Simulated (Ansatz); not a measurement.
# Sensitivity of the G0W0 gap of Ga6AsP5 (zincblende [001] superlattice)

Aim: change settings of a G0W0 run on Ga6AsP5 (zincblende [001] superlattice) and see what moves.

Program: Ansatz 0.2.0. Level of theory: G0W0 on PBEsol, plane waves, PAW; PAW set soft_1. Results are calculated unless marked as measured.

## Step 1: The structure

The cell holds 12 atoms: 6 Ga, 1 As and 5 P. Its edges and angles: a = 3.874 Å, b = 3.874 Å, c = 16.404 Å, α = 90.0°, β = 90.0°, γ = 90.0°. It derives from GaAs. Regions: GaAs, 2 atoms (1 Ga and 1 As); GaP, 10 atoms (5 Ga and 5 P). The structure's axis is c.

The structure was relaxed with PBEsol. The runs that relaxed it are not among those shown.

## Step 2: The base run: 4×4×2 mesh, 1027 empty bands, screening to 150 eV, PAW set soft_1 files

Now the one-shot GW correction: screening in the RPA, then the self-energy of the levels asked for. This step takes PAW set soft_1 files.

input.yaml

```yaml
crystal:
  lattice:
    - [3.8743988236, 0.0, 0.0]
    - [0.0, 3.8743988236, 0.0]
    - [0.0, 0.0, 16.4043047053]
  atoms:
    - { symbol: Ga, position: [0.0, 0.0, 0.0412541376] }
    - { symbol: As, position: [0.5, 0.0, 0.1296876506] }
    - { symbol: Ga, position: [0.5, 0.5, 0.2181211637] }
    - { symbol: P, position: [0.0, 0.5, 0.300410162] }
    - { symbol: Ga, position: [0.0, 0.0, 0.3828148675] }
    - { symbol: P, position: [0.5, 0.0, 0.4651022242] }
    - { symbol: Ga, position: [0.5, 0.5, 0.5473946758] }
    - { symbol: P, position: [0.0, 0.5, 0.6296876506] }
    - { symbol: Ga, position: [0.0, 0.0, 0.7119806254] }
    - { symbol: P, position: [0.5, 0.0, 0.794273077] }
    - { symbol: Ga, position: [0.5, 0.5, 0.8765604337] }
    - { symbol: P, position: [0.0, 0.5, 0.9589651392] }
kpoints:
  mp_grid: { grid: [4, 4, 2] }
hamiltonian:
  xc: pbesol
  pseudopotentials: { kind: paw, azcp: { folder: soft_1 }, xc_functional: pbe }
scf:
  occupations: { method: fixed }
gw:
  n_empty_bands: 1027
  ecut_chi: 150.0
  qp_bands: [v4, c4]
  qp_kpoints: band_edges
  screening: { model: contour_deformation }
```

On the command line:

```bash
$ ansatz run input.yaml --threads 2 --pin off --max-ram 73728MiB --backend cuda --events-out ev --progress --plain --runs-dir out --devices 1 --max-vram 13GiB
```

Numbers of over 12 decimals in the logs are rounded to 6 here.

The log of the run:

```text
GPUs: using 1 of 1 available (devices: 1).
Engine: ansatz 0.2.0, x86_64-unknown-linux-gnu
Pseudopotentials: kind: paw
Pseudopotential: Ga, paw, valence charge 13, recommended cutoff 420 eV (normal), soft_1/Ga.paw.azcp
Pseudopotential: As, paw, valence charge 15, recommended cutoff 420 eV (normal), soft_1/As.paw.azcp
Pseudopotential: P, paw, valence charge 5, recommended cutoff 420 eV (normal), soft_1/P.paw.azcp
Functional definition: PBEsol
  exchange = pbesol_x
  correlation = pbesol_c
device memory: the entry about to start is reckoned to put 3.0 GiB on a device that reports 61.4 GiB free (of which the cap on the GPU budget leaves the run 13.0 GiB)
GPU FFT provider: cuFFT
GPU libraries: cuBLAS 13.8.2, cuFFT 12.4.0, cuSOLVER 12.3.4
Crystal: 12 atoms, lattice volume = 246.244 Å³
Basis set: ecut = 420 eV, 4847 PW (Γ)
Bands: 71, of which v1, the nominal top of the filled ones, is band 59 counted from 1 (58 counted from 0)
Symmetry: 8 space group operations
Space group: P-4m2 (ITA 115), of the structure as read, at distance tolerance 6.3e-5 Å
k-points: 12 of 32
Non-local potential: Ga, projectors of the file, l = 0: 2, l = 1: 2, l = 2: 3, l = 3: 1
Non-local potential: As, projectors of the file, l = 0: 2, l = 1: 2, l = 2: 3, l = 3: 1
Non-local potential: P, projectors of the file, l = 0: 2, l = 1: 2, l = 2: 1
PAW form: soft (Blöchl's): semilocal exchange-correlation on the pseudo side does not see the compensation charge
PAW frozen core: Ga, regenerated for the run's functional, and the local potential with it (the file was generated under x = pbe(κ = 0.804, μ = 0.219515), c = pbe(β = 0.066725))
PAW frozen core: As, regenerated for the run's functional, and the local potential with it (the file was generated under x = pbe(κ = 0.804, μ = 0.219515), c = pbe(β = 0.066725))
PAW frozen core: P, regenerated for the run's functional, and the local potential with it (the file was generated under x = pbe(κ = 0.804, μ = 0.219515), c = pbe(β = 0.066725))
PAW one-centre angular grid: Ga, 590 points (default); XC on 64 Gauss nodes
PAW one-centre angular grid: As, 590 points (default); XC on 64 Gauss nodes
PAW one-centre angular grid: P, 110 points (default); XC on 64 Gauss nodes
Initial density: superposition of atomic densities (chi_scale 0.1, normalization cell, long waves kept (reshape's long-wave potential 0.44 eV rms))
Initial wavefunctions: pseudopotential atomic-orbital guess
GPU buffer pool allocated for 87480 grid points (all kernels)
GPU transforms: local potential and band sums: pruned to the plane-wave sphere, on 25×25×120
Functional: x = pbesol(κ = 0.804, μ = 0.123457), c = pbesol(β = 0.046)
SCF iter   1: F=—  HF=-30977.967209 eV  |F-HF|=—  |Δ(HF+E_count)|=         —  Δρ=4.53e-2  dr2=5.14e0  ethr=3.10e-3  ⟨swp⟩=5.7  Hψ=2924  notcnv=0  defer=93
[...]
E_vxc        = -716.732401  (∫ρ·V_xc dr)
  E_paw        = -16402.774264  (= ΣΔE_a)
  E_vpaw       = -2600.001378  (= ΣTr[D̂ρ^β])
  E_aug_tail   = -0.001381  (compensation charges beyond the density's cutoff)
  E_ewald      = -8776.703853
  E_core_change = 6.374786  (= ΣΔE_core)
  E_smearing   = -0.000000  (= −TS)
  E_closure    = 0.000000  (closes the sum)
  Σ components = -30976.823896   (vs F -30976.823896, Δ=0.00e0)
--- Band table (eV; the first three rows and the last of 12) ---
  k-point 0: bands = [... 55 lower, 6.2807, 7.2080, 7.2424, 7.2424, 8.6244, 8.7195, 8.7243, 8.8153, ... 8 higher]
  k-point 1: bands = [... 55 lower, 6.7837, 6.7837, 7.0020, 7.0020, 8.5894, 8.5930, 9.1209, 9.1364, ... 8 higher]
  k-point 2: bands = [... 55 lower, 6.3749, 6.3874, 6.4320, 6.9941, 9.1519, 9.2300, 9.2738, 9.5929, ... 8 higher]
  k-point 11: bands = [... 55 lower, 4.2566, 4.2600, 4.2600, 4.3638, 9.0749, 9.2213, 9.2416, 9.3792, ... 8 higher]
--- G₀W₀: contour deformation, 7 samples at zero and on the imaginary axis and 1 off it, 32 q-points, 1027 empty bands' worth ---
  eigenvalues of the whole cell's RPA ε∞ on this k-mesh (on a slab, of 1 + 4πα/V) = 11.6223, 15.0572, 15.0572; static W/v taken at q = 0 is 0.061833
  bands read: the sum over 1086 bands ends inside a degenerate multiplet in 2 slots, whose members it reads at an even weight; the widest, k=1: bands 1086 to 1087 (counted from 1) at 1/2 each
  gw.qp_kpoints: band_edges: 8 of 12 stored k-points solved, in 1 pass; an edge of the gap read off the rows below is read off those points alone
    valence top: of the k-points left out ik 6 came nearest to being solved in a further pass, in band 59 (counted from 1, as in the quasiparticle table): it holds the edge there only if its correction is more favourable than any solved in that band by at least 1.169 eV; those differ by 0.053 eV
    conduction bottom: of the k-points left out ik 6 came nearest to being solved in a further pass, in band 60 (counted from 1, as in the quasiparticle table): it holds the edge there only if its correction is more favourable than any solved in that band by at least 0.662 eV; those differ by 0.190 eV
    ik  band        ε_KS         Σx   Σc(E_QP)       V_xc       Z   E_QP_lin       E_QP  E_QP is
     0    56      6.2807   -16.4172     1.4673   -14.3741  0.7606     5.7000     5.7050  root
     0    57      7.2080   -16.8064     0.8578   -15.4214  0.7682     6.6781     6.6808  root
     0    58      7.2424   -17.1274     1.1489   -15.4187  0.7669     6.6791     6.6827  root
     0    59      7.2424   -17.1274     1.1489   -15.4187  0.7669     6.6791     6.6827  root
     0    60      8.6244    -6.9396    -3.8994   -10.9231  0.7887     8.7085     8.7084  root
     0    61      8.7195    -7.5388    -3.9757   -11.6724  0.7837     8.8777     8.8774  root
     0    62      8.7243    -9.6170    -4.0140   -13.8723  0.7807     8.9663     8.9656  root
     0    63      8.8153    -8.8234    -4.0044   -13.0494  0.7843     9.0375     9.0370  root
[...]
11    60      9.0749    -7.3235    -3.8375   -11.2360  0.7887     9.1499     9.1498  root
    11    61      9.2213    -7.1716    -3.8894   -11.1275  0.7872     9.2878     9.2878  root
    11    62      9.2416    -7.2339    -3.8816   -11.1811  0.7876     9.3072     9.3071  root
    11    63      9.3792    -7.1035    -3.8908   -11.0445  0.7882     9.4295     9.4294  root
[key lines of the parts left out:]
SCF converged after 10 iterations
Free energy (F): -30976.823896 eV
Fermi energy:    7.242418 eV
```

Elapsed: 98 s, on 1 × NVIDIA H100 80GB HBM3 (shared by 6 runs) with 2 threads of AMD EPYC 7R13 (Zen 3), shared host; peak memory 4.3 GiB.

This step gave:

* bands summed: 1086
* RPA ε∞ on this mesh (eigenvalues): 11.62, 15.06, 15.06
* plane waves in the screening matrix: 1029
* q-points in the mesh: 32
* G0W0 gap on the mesh: 1.969 eV
* k of the valence top: 0, 0, 0
* k of the conduction bottom: -0.5, -0.5, 0
* starting gap on the mesh: 1.347 eV
* Z at the valence top: 0.7669
* Z at the conduction bottom: 0.7932
* least direct G0W0 gap on the computed points: 2.026 eV

The gap on the mesh goes from 1.35 eV to 1.97 eV, a correction of +0.62 eV. Between the two edge states, bare exchange in place of the xc potential would open the gap by 5.50 eV, and correlation takes back 4.88 eV.

## Step 3: Variant: coarser q mesh

input.yaml, as its differences from that of step 2:

```diff
@@ -26,4 +26,4 @@
 gw:
-  n_empty_bands: 1027
-  ecut_chi: 150.0
+  n_empty_bands: 559
+  ecut_chi: 100
   qp_bands: [v4, c4]
@@ -31 +31,2 @@
   screening: { model: contour_deformation }
+  q_mesh: [2, 2, 1]
```

The log of the run:

```text
GPUs: using 1 of 1 available (devices: 1).
[...]
GPU FFT provider: cuFFT
GPU libraries: cuBLAS 13.8.2, cuFFT 12.4.0, cuSOLVER 12.3.4
Crystal: 12 atoms, lattice volume = 246.244 Å³
Basis set: ecut = 420 eV, 4847 PW (Γ)
Bands: 71, of which v1, the nominal top of the filled ones, is band 59 counted from 1 (58 counted from 0)
[... 1 set-up line as in the run before ...]
[...]
k-points: 12 of 32
[...]
GPU buffer pool allocated for 87480 grid points (all kernels)
[...]
SCF iter   1: F=—  HF=-30977.967209 eV  |F-HF|=—  |Δ(HF+E_count)|=         —  Δρ=4.53e-2  dr2=5.14e0  ethr=3.10e-3  ⟨swp⟩=5.7  Hψ=2924  notcnv=0  defer=93
[...]
SCF iter  10: F=-30976.823896 eV  HF=-30976.823896 eV  |F-HF|=5.59e-8  |Δ(HF+E_count)|=   3.09e-7  Δρ=4.22e-6  dr2=4.12e-8  ethr=8.47e-11  ⟨swp⟩=12.8  Hψ=3811  notcnv=0
SCF 1 converged in 10 iterations: F = -30976.823896 eV  dr2 = 4.12e-8
[...]
NSCF: frozen V_eff on 12 k-points
[...]
G₀W₀ screening: q 1/3
[... further progress lines ...]
SCF converged after 10 iterations
Free energy (F): -30976.823896 eV
[...]
Internal energy: -30976.823896 eV  (E = F + TS)
E sigma→0 (E₀):  -30976.823896 eV
Fermi energy:    7.242418 eV
[...]
--- Band table (eV; the first three rows and the last of 12) ---
  k-point 0: bands = [... 55 lower, 6.2807, 7.2080, 7.2424, 7.2424, 8.6244, 8.7195, 8.7243, 8.8153, ... 8 higher]
  k-point 1: bands = [... 55 lower, 6.7837, 6.7837, 7.0020, 7.0020, 8.5894, 8.5930, 9.1209, 9.1364, ... 8 higher]
  k-point 2: bands = [... 55 lower, 6.3749, 6.3874, 6.4320, 6.9941, 9.1519, 9.2300, 9.2738, 9.5929, ... 8 higher]
  k-point 11: bands = [... 55 lower, 4.2566, 4.2600, 4.2600, 4.3638, 9.0749, 9.2213, 9.2416, 9.3792, ... 8 higher]
[...]
0    56      6.2807   -17.0453     2.1669   -14.3741  0.7502     5.7720     5.7766  root
     0    57      7.2080   -16.8466     1.0941   -15.4214  0.7646     6.8757     6.8769  root
     0    58      7.2424   -17.7754     1.8620   -15.4187  0.7589     6.7441     6.7477  root
     0    59      7.2424   -17.7754     1.8620   -15.4187  0.7589     6.7441     6.7477  root
     0    60      8.6244    -6.3334    -4.3865   -10.9231  0.7770     8.8282     8.8276  root
     0    61      8.7195    -6.8134    -4.5559   -11.6724  0.7707     9.0241     9.0226  root
     0    62      8.7243    -9.1219    -4.3574   -13.8723  0.7703     9.1197     9.1174  root
     0    63      8.8153    -8.2479    -4.4275   -13.0494  0.7729     9.1914     9.1893  root
[...]
11    60      9.0749    -7.2755    -3.8559   -11.2360  0.7837     9.1796     9.1794  root
    11    61      9.2213    -7.1127    -3.9205   -11.1275  0.7823     9.3158     9.3156  root
    11    62      9.2416    -7.1792    -3.9082   -11.1811  0.7828     9.3353     9.3352  root
    11    63      9.3792    -7.0189    -3.9476   -11.0445  0.7829     9.4573     9.4572  root
```

The job ended after 19 s (1 × NVIDIA H100 80GB HBM3 (shared by 6 runs) with 2 threads; peak memory 2.1 GiB).

Against the base:

| setting | base | variant |
| --- | --- | --- |
| empty bands | 1027 | 559 |
| screening cutoff (eV) | 150.0 | 100 |
| q mesh | - | [2, 2, 1] |

| quantity | variant | base |
| --- | --- | --- |
| starting gap on the mesh | 1.347 | 1.347 |
| G0W0 gap on the mesh | 1.798 | 1.969 |
| least direct G0W0 gap on the computed points | 1.951 | 2.026 |
| Z at the valence top | 0.765 | 0.767 |
| Z at the conduction bottom | 0.787 | 0.793 |

## Step 4: What came out

```
base           : 1.97 eV, 98 s
coarser q mesh : 1.80 eV, 19 s
```

Coarser q mesh: the gap moves by −0.17 eV and the time by a factor of 0.20; such settings are too crude to quote. The variant differs from the base in empty bands, screening cutoff and q mesh together, so the change can't be laid to one of them. All runs here use a coarse mesh and modest cutoffs; they test settings and are not final values. The 4×4×2 mesh is coarse for this cell (its supercell is 15 Å along the shortest edge). The RPA ε∞ on it, from the PBEsol start, is 11.62 and 15.06; such meshes misread the long-range screening, most where the gap is narrow. The many-body steps are scalar-relativistic: spin-orbit coupling is not in them.

[Paths, hosts, dates, memory and timing lines, banners, echoed tables and standing remarks are left out of the program output.]

[Logs are printed without paths, hosts, clocks, repeated set-up lines and the standing remarks that a program may print on its own settings, such as how far it seeks lower states.]

[Runs of the session that timed out or met a known fault of the program may be left out.]

[Cells called generated may have been cut or substituted from an entry of the Crystallography Open Database or the Materials Project.]

[Hosts, paths, dates, database ids (printed as entryN), source tags and the programs' standing remarks are cut or masked in the printed files.]
